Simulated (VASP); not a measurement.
# CdO (Fm-3m) in VASP: band structure with PBE

Aim: the band structure of CdO with PBE.

All numbers are computed with VASP 6.6.1; they aren't measurements. Logs are shortened: lines on timing, memory, paths and dates and some standing lists are left out, and cuts for length are marked.

**1. The structure**

It takes space group Fm-3m (No. 225, cubic). Conventional cell: a = 4.783 Å, b = 4.783 Å, c = 4.783 Å, α = 90.00°, β = 90.00°, γ = 90.00°. Cd (site symmetry m-3m) has 6 O at 2.39 Å as nearest neighbours. Around O (site symmetry m-3m) lie 6 Cd at 2.39 Å.

**2. Band structure, PBE**

Contents of INCAR:

```
SYSTEM = CdO
PREC = Accurate
ENCUT = 520
EDIFF = 1E-7
ISMEAR = 0
SIGMA = 0.02
LREAL = .FALSE.
LASPH = .TRUE.
NELM = 100
ALGO = Normal
ISIF = 2
LWAVE = .FALSE.
LCHARG = .FALSE.
GGA = PE
AMIX = 0.2
```

Contents of KPOINTS:

```
Automatic mesh
0
G
  12 12 12
  0 0 0
```

Contents of POSCAR:

```
CdO                                     
1.0
    0.0000000000      2.3914506831      2.3914506831
    2.3914506831     -0.0000000000      2.3914506831
    2.3914506831      2.3914506831     -0.0000000000
  Cd              O             
     1     1
Direct
     1.0000000000000000    0.0000000000000000    0.0000000000000000
     0.5000000000000000    0.5000000000000000    0.5000000000000000
```

Contents of KPOINTS_OPT:

```
path GXWKGLUWLK,UX
20
line-mode
reciprocal
 0.0000000000  0.0000000000  0.0000000000  G
 0.5000000000  0.0000000000  0.5000000000  X

 0.5000000000  0.0000000000  0.5000000000  X
 0.5000000000  0.2500000000  0.7500000000  W

 0.5000000000  0.2500000000  0.7500000000  W
 0.3750000000  0.3750000000  0.7500000000  K

 0.3750000000  0.3750000000  0.7500000000  K
 0.0000000000  0.0000000000  0.0000000000  G

 0.0000000000  0.0000000000  0.0000000000  G
 0.5000000000  0.5000000000  0.5000000000  L

 0.5000000000  0.5000000000  0.5000000000  L
 0.6250000000  0.2500000000  0.6250000000  U

 0.6250000000  0.2500000000  0.6250000000  U
 0.5000000000  0.2500000000  0.7500000000  W

 0.5000000000  0.2500000000  0.7500000000  W
 0.5000000000  0.5000000000  0.5000000000  L

 0.5000000000  0.5000000000  0.5000000000  L
 0.3750000000  0.3750000000  0.7500000000  K

 0.6250000000  0.2500000000  0.6250000000  U
 0.5000000000  0.0000000000  0.5000000000  X
```

Potentials or basis: VASP PAW PBE potentials, release 64 (Cd, O).

Run with:

```sh
> cat potpaw_PBE.64/Cd/POTCAR potpaw_PBE.64/O/POTCAR > POTCAR
> mpirun -np 1 vasp_std > vasp.out
```

OUTCAR:

```text
SYSTEM = CdO
   PREC = Accurate
   ENCUT = 520
   EDIFF = 1E-7
   ISMEAR = 0
   LREAL = .FALSE.
   LASPH = .TRUE.
   NELM = 100
   ISIF = 2
   GGA = PE
   AMIX = 0.2

 ion  position               nearest neighbor table
   1  0.000  0.000  0.000-   2 2.39   2 2.39   2 2.39   2 2.39   2 2.39   2 2.39
   2  0.500  0.500  0.500-   1 2.39   1 2.39   1 2.39   1 2.39   1 2.39   1 2.39

  LATTYP: Found a face centered cubic cell.
 ALAT       =     4.7829013662

  Lattice vectors:

 A1 = (   0.0000000000,   2.3914506831,   2.3914506831)
 A2 = (   2.3914506831,   0.0000000000,   2.3914506831)
 A3 = (   2.3914506831,   2.3914506831,   0.0000000000)

Analysis of symmetry for initial positions (statically):
=====================================================================
 Subroutine PRICEL returns:
 Original cell was already a primitive cell.

 Routine SETGRP: Setting up the symmetry group for a
 face centered cubic supercell.

 Subroutine GETGRP returns: Found 48 space group operations
 (whereof 48 operations were pure point group operations)
 out of a pool of 48 trial point group operations.

The static configuration has the point symmetry O_h .

Analysis of symmetry for dynamics (positions and initial velocities):
=====================================================================
 Subroutine PRICEL returns:
 Original cell was already a primitive cell.

 Routine SETGRP: Setting up the symmetry group for a
 face centered cubic supercell.

 Subroutine GETGRP returns: Found 48 space group operations
 (whereof 48 operations were pure point group operations)
 out of a pool of 48 trial point group operations.

The dynamic configuration has the point symmetry O_h .

 Subroutine INISYM returns: Found 48 space group operations
 (whereof 48 operations are pure point group operations),
 and found     1 'primitive' translations

----------------------------------------------------------------------------------------

                                     Primitive cell

  volume of cell :      27.3536

  direct lattice vectors                    reciprocal lattice vectors
     0.000000000  2.391450683  2.391450683    -0.209078115  0.209078115  0.209078115
     2.391450683  0.000000000  2.391450683     0.209078115 -0.209078115  0.209078115
     2.391450683  2.391450683  0.000000000     0.209078115  0.209078115 -0.209078115

  length of vectors
     3.382021990  3.382021990  3.382021990     0.362133917  0.362133917  0.362133917

  position of ions in fractional coordinates (direct lattice)
     0.000000000  0.000000000  0.000000000
     0.500000000  0.500000000  0.500000000

  ion indices of the primitive-cell ions
   primitive index   ion index
                 1           1
                 2           2

----------------------------------------------------------------------------------------

 KPOINTS: Automatic mesh

Automatic generation of k-mesh.
 Grid dimensions read from file:
 generate k-points for:   12   12   12

 Generating k-lattice:

  Cartesian coordinates                     Fractional coordinates (reciprocal lattice)
    -0.017423176  0.017423176  0.017423176     0.083333333  0.000000000  0.000000000
     0.017423176 -0.017423176  0.017423176     0.000000000  0.083333333  0.000000000
     0.017423176  0.017423176 -0.017423176     0.000000000  0.000000000  0.083333333

  Length of vectors
     0.030177826  0.030177826  0.030177826

  Shift w.r.t. Gamma in fractional coordinates (k-lattice)
     0.000000000  0.000000000  0.000000000

 Subroutine IBZKPT returns following result:
 ===========================================

 Found     72 irreducible k-points:

 Following reciprocal coordinates:
            Coordinates               Weight
  0.000000  0.000000  0.000000      1.000000
  0.083333  0.000000  0.000000      8.000000
  0.166667  0.000000  0.000000      8.000000
  0.250000  0.000000  0.000000      8.000000
  0.333333  0.000000  0.000000      8.000000
  0.416667  0.000000  0.000000      8.000000
[... 16 lines left out ...]
  0.500000  0.166667  0.000000     24.000000
 -0.416667  0.166667  0.000000     24.000000
 [... further k-points ...]
   k-points           NKPTS =     72   k-points in BZ     NKDIM =     72   number of bands    NBANDS=     13
   number of dos      NEDOS =    301   number of ions     NIONS =      2
   total plane-waves  NPLWV =  21952
   dimension x,y,z NGX =    28 NGY =   28 NGZ =   28
   dimension x,y,z NGXF=    56 NGYF=   56 NGZF=   56
   ions per type =               1   1
   NGX,Y,Z   is equivalent  to a cutoff of  13.76, 13.76, 13.76 a.u.
   NGXF,Y,Z  is equivalent  to a cutoff of  27.53, 27.53, 27.53 a.u.
 SYSTEM =  CdO
   PREC   = accura    normal or accurate (medium, high low for compatibility)
   ISTART =      0    job   : 0-new  1-cont  2-samecut
   ICHARG =      2    charge: 1-file 2-atom 10-const
   ISPIN  =      1    spin polarized calculation?
   LNONCOLLINEAR =      F non collinear calculations
   LSORBIT =      F    spin-orbit coupling
   LASPH  =      T    aspherical Exc in radial PAW
   ENCUT  =  520.0 eV  38.22 Ry    6.18 a.u.   6.29  6.29  6.29*2*pi/ulx,y,z
   NELM   =    100;   NELMIN=  2; NELMDL= -5     # of ELM steps
   EDIFF  = 0.1E-06   stopping-criterion for ELM
   LREAL  =      F    real-space projection
   EDIFFG = 0.1E-05   stopping-criterion for IOM
   NSW    =      0    number of steps for IOM
   IBRION =     -1    ionic relax: 0-MD 1-quasi-New 2-CG
   NFREE  =      0    steps in history (QN), initial steepest desc. (CG)
   ISIF   =      2    stress and relaxation
   ISYM   =      2    0-nonsym 1-usesym 2-fastsym
   POTIM  = 0.5000    time-step for ionic-motion
   TEBEG  =    0.0;   TEEND  =   0.0 temperature during run
   PSTRESS=    0.0 pullay stress
   NELECT =      18.0000    total number of electrons
   NUPDOWN=      -1.0000    fix difference up-down
   EMIN   =  10.00;   EMAX   =-10.00  energy-range for DOS
   EFERMI =   0.00;   METHOD = LEGACY
   ISMEAR =     0;   SIGMA  =   0.02  broadening in eV -4-tet -1-fermi 0-gaus
   EFERMI_NEDOS =   21; number of points for ismear=-14 and -15
   IALGO  =     38    algorithm
   IMIX   =      4    mixing-type and parameters
     AMIX     =   0.20;   BMIX     =  1.00
     AMIX_MAG =   0.80;   BMIX_MAG =  1.00
  volume/ion in A,a.u.               =      13.68        92.30
  Fermi-wavevector in a.u.,A,eV,Ry     =   1.423948  2.690872 27.587566  2.027629
  Thomas-Fermi vector in A             =   2.544492
   LORBIT       =      0    0 simple, 1 ext, 2 COOP (PROOUT), +10 PAW based schemes
   GGA     = PE    functional components
   LHFCALC =     F    Hartree Fock is set to
   AEXX    =    0.0000 exact exchange contribution
   IVDW    =     0    specifies the selected vdW correction
   LEPSILON=     F    determine dielectric tensor
   LRPA    =     F    only Hartree local field effects (RPA)
 non-spin polarized calculation
 Gauss-broadening in eV      SIGMA  =   0.02
  energy-cutoff  :      520.00
  volume of cell :       27.35
 maximum number of plane-waves:       754
 NGX is ok and might be reduce to    28
   NGX = 13   NGY = 13   NGZ = 13

 number of electron      17.9999995 magnetization

 Free energy of the ion-electron system (eV)
  ---------------------------------------------------
  ext. energy  EPLUGINS =         0.00000000
  ---------------------------------------------------
  free energy    TOTEN  =        -7.72909637 eV

  energy without entropy =       -7.72906809  energy(sigma->0) =       -7.72908223

 E-fermi :   1.5701     XC(G=0): -11.4017

 val. band max:        1.5534600607   @ k =   0.5000   0.0000   0.0000
 cond. band min:       1.8707133819   @ k =   0.0833   0.0000   0.0000
 fundamental gap:      0.3172533212
 Fermi energy:         1.5700702944

 k-point     1 :       0.0000    0.0000    0.0000
  band No.  band energies     occupation
      1     -15.4377      2.00000
      2      -5.0671      2.00000
      3      -5.0671      2.00000
      4      -5.0671      2.00000
      5      -4.7941      2.00000
      6      -4.7941      2.00000
      7       0.4164      2.00000
      8       0.4164      2.00000
      9       0.4164      2.00000
     10       1.0270      2.00000
     11      16.4568      0.00000
     12      18.2195      0.00000
     13      18.2195      0.00000

 k-point     2 :       0.0833    0.0000    0.0000
  band No.  band energies     occupation
      1     -15.3952      2.00000
      2      -5.0890      2.00000
      3      -5.0537      2.00000
      4      -5.0537      2.00000
      5      -4.8353      2.00000
      6      -4.8353      2.00000
      7      -0.3312      2.00000
      8       0.4974      2.00000
      9       0.4974      2.00000
     10       1.8707      0.00000
     11      15.3983      0.00000
     12      17.5101      0.00000
     13      17.5101      0.00000

 k-point     3 :       0.1667    0.0000    0.0000
  band No.  band energies     occupation
      1     -15.2762      2.00000
      2      -5.1679      2.00000
      3      -5.0855      2.00000
      4      -5.0855      2.00000
      5      -4.8713      2.00000
      6      -4.8713      2.00000
      7      -1.1409      2.00000
      8       0.7133      2.00000
      9       0.7133      2.00000
     10       2.9773      0.00000
     11      13.4322      0.00000
     12      16.2963      0.00000
     13      16.2963      0.00000
[... 305 lines left out ...]
 k-point    23 :       0.5000    0.1667    0.0000
  band No.  band energies     occupation
      1     -14.7746      2.00000
      2      -5.5850      2.00000
      3      -5.3909      2.00000
      4      -5.3531      2.00000
      5      -4.6465      2.00000
      6      -4.5545      2.00000
      7      -2.0229      2.00000
      8       0.6491      2.00000
      9       1.0592      2.00000
     10       6.8019      0.00000
     11       8.5219      0.00000
     12      11.8261      0.00000
     13      13.6280      0.00000

 k-point    24 :      -0.4167    0.1667    0.0000
  band No.  band energies     occupation
      1     -14.7563      2.00000
      2      -5.6405      2.00000
      3      -5.4323      2.00000
      4      -5.3452      2.00000
      5      -4.6031      2.00000
      6      -4.5805      2.00000
      7      -1.9968      2.00000
      8       0.4485      2.00000
      9       1.3266      2.00000
     10       7.1326      0.00000
     11       8.1967      0.00000
     12      11.6521      0.00000
     13      13.5664      0.00000

 [... further k-points ...]

------------------------ aborting loop because EDIFF is reached ----------------------------------------

  FORCE on cell =-STRESS in cart. coord.  units (eV):
  Direction    XX          YY          ZZ          XY          YZ          ZX
  --------------------------------------------------------------------------------------
  -------------------------------------------------------------------------------------
  Total       -0.0041014     -0.0041014     -0.0041014      0.0000000      0.0000000     -0.0000000
  in kB       -0.2402293     -0.2402293     -0.2402293      0.0000000      0.0000000     -0.0000000
  external PRESSURE =      -0.2402293 kB  Pullay stress =       0.0000000 kB

 VOLUME and BASIS-vectors are now :
 -----------------------------------------------------------------------------
  energy-cutoff  :      520.00
  volume of cell :       27.35
      direct lattice vectors                 reciprocal lattice vectors
     0.000000000  2.391450683  2.391450683    -0.209078115  0.209078115  0.209078115
     2.391450683  0.000000000  2.391450683     0.209078115 -0.209078115  0.209078115
     2.391450683  2.391450683  0.000000000     0.209078115  0.209078115 -0.209078115

 POSITION                                       TOTAL-FORCE (eV/Angst)
 -----------------------------------------------------------------------------------
      0.00000      0.00000      0.00000         0.000000      0.000000      0.000000
      2.39145      2.39145      2.39145         0.000000     -0.000000     -0.000000
 -----------------------------------------------------------------------------------
    total drift:                                0.000000      0.000000      0.000000

  FREE ENERGIE OF THE ION-ELECTRON SYSTEM (eV)
  ---------------------------------------------------
  free  energy   TOTEN  =        -7.7290963714 eV

  energy  without entropy=       -7.7290680874  energy(sigma->0) =       -7.72908223
```

It took 55 s on 1 thread of Intel Xeon Platinum 8375C at 2.90GHz (Ice Lake), shared host; peak memory 0.19 GiB.

Results:

```
Free energy             : -7.7291 eV
Pressure                : 0.0 GPa
Band gap along the path : none (metal or under the smearing width)
```

Levels at the corners of the path, in eV from the Fermi level:
| point | band 7 | band 8 | band 9 | band 10 | band 11 | band 12 |
| --- | --- | --- | --- | --- | --- | --- |
| Γ | -1.15 | -1.15 | -1.15 | -0.54 | 14.89 | 16.65 |
| X | -3.97 | -2.07 | -2.07 | 3.65 | 8.31 | 11.01 |
| X | -3.97 | -2.07 | -2.07 | 3.65 | 8.31 | 11.01 |
| W | -2.76 | -2.76 | -1.78 | 5.67 | 8.73 | 8.73 |
| W | -2.76 | -2.76 | -1.78 | 5.67 | 8.73 | 8.73 |
| K | -3.16 | -2.70 | -1.15 | 5.14 | 8.39 | 8.43 |
| K | -3.16 | -2.70 | -1.15 | 5.14 | 8.39 | 8.43 |
| Γ | -1.15 | -1.15 | -1.15 | -0.54 | 14.89 | 16.65 |
| Γ | -1.15 | -1.15 | -1.15 | -0.54 | 14.89 | 16.65 |
| L | -3.70 | -0.02 | -0.02 | 4.40 | 6.93 | 11.67 |
| L | -3.70 | -0.02 | -0.02 | 4.40 | 6.93 | 11.67 |
| U | -3.16 | -2.70 | -1.15 | 5.14 | 8.39 | 8.43 |
| U | -3.16 | -2.70 | -1.15 | 5.14 | 8.39 | 8.43 |
| W | -2.76 | -2.76 | -1.78 | 5.67 | 8.73 | 8.73 |
| W | -2.76 | -2.76 | -1.78 | 5.67 | 8.73 | 8.73 |
| L | -3.70 | -0.02 | -0.02 | 4.40 | 6.93 | 11.67 |
| L | -3.70 | -0.02 | -0.02 | 4.40 | 6.93 | 11.67 |
| K | -3.16 | -2.70 | -1.15 | 5.14 | 8.39 | 8.43 |
| U | -3.16 | -2.70 | -1.15 | 5.14 | 8.39 | 8.43 |
| X | -3.97 | -2.07 | -2.07 | 3.65 | 8.31 | 11.01 |

Caveat: this crystal is a semiconductor, whose small gap the functional closes, so the metal is an error of the method.
